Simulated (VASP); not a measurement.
BaZrO3: relaxation of cell and atoms with PBEsol

The system is BaZrO3.

```
CELL_PARAMETERS angstrom
4.19134 0.00000 0.00000
0.00000 4.19134 0.00000
0.00000 0.00000 4.19134
ATOMIC_POSITIONS crystal
Ba 0.00000 0.00000 0.00000
Zr 0.50000 0.50000 0.50000
O 0.00000 0.50000 0.50000
O 0.50000 0.00000 0.50000
O 0.50000 0.50000 0.00000
```

```json
{
 "Program": "VASP 6.6.1",
 "Task": "relaxation of cell and atoms",
 "Functional": "PBEsol",
 "Potentials or basis": "VASP PAW PBE potentials, release 64 (Ba_sv, Zr_sv, O)",
 "Cutoff": "600 eV",
 "k mesh": "6 × 6 × 6",
 "Occupations": "gaussian, width 0.03 eV",
 "Spin": "no spin polarisation",
 "Further INCAR settings": "ALGO = Normal; EDIFF = 1e-06; IBRION = 2; EDIFFG = -0.01; NSW = 90; ISIF = 3"
}
```

The relaxed volume is 14.71 Å³/atom. The relaxed cell is a = 4.189 Å, b = 4.189 Å, c = 4.189 Å, α = 90.00°, β = 90.00°, γ = 90.00° and the space group after relaxing (to 0.05 Å) is Pm-3m (No. 221). The energy gained by relaxing is 0.0 meV/atom. The ionic steps are 3 and the pressure after relaxing is 0.0 GPa. The band gap on the k mesh is 3.11 eV, indirect (least direct gap 3.33 eV).

Final structure:
```xyz
5
Lattice="4.1894 0.0000 0.0000 0.0000 4.1894 0.0000 0.0000 0.0000 4.1894" Properties=species:S:1:pos:R:3 pbc="T T T"
Ba    0.0000    0.0000    0.0000
Zr    2.0947    2.0947    2.0947
O     0.0000    2.0947    2.0947
O     2.0947    0.0000    2.0947
O     2.0947    2.0947    0.0000
```

Levels at points of the mesh, in eV from the valence-band top:
```
           k point  band 18  band 19  band 20  band 21  band 22  band 23
(0.00, 0.00, 0.00)    -0.22    -0.22    -0.22     3.11     3.11     3.11
(0.50, 0.00, 0.00)    -1.72    -0.45    -0.45     3.57     5.70     5.70
(0.50, 0.50, 0.00)    -0.94    -0.79    -0.08     5.66     5.66     6.43
(0.50, 0.50, 0.50)     0.00     0.00     0.00     5.91     5.91     5.91
```

Run time: 15 s on 4 MPI ranks on Intel(R) Xeon(R) 6975P-C (Granite Rapids), with other jobs on the host, peak memory 0.24 GiB a rank.

Caveat: the PAW data sets were made with another functional, which shifts forces and pressure a little; spin-orbit coupling is left out, which moves the levels of the heavy elements. A k mesh can miss the band edges.
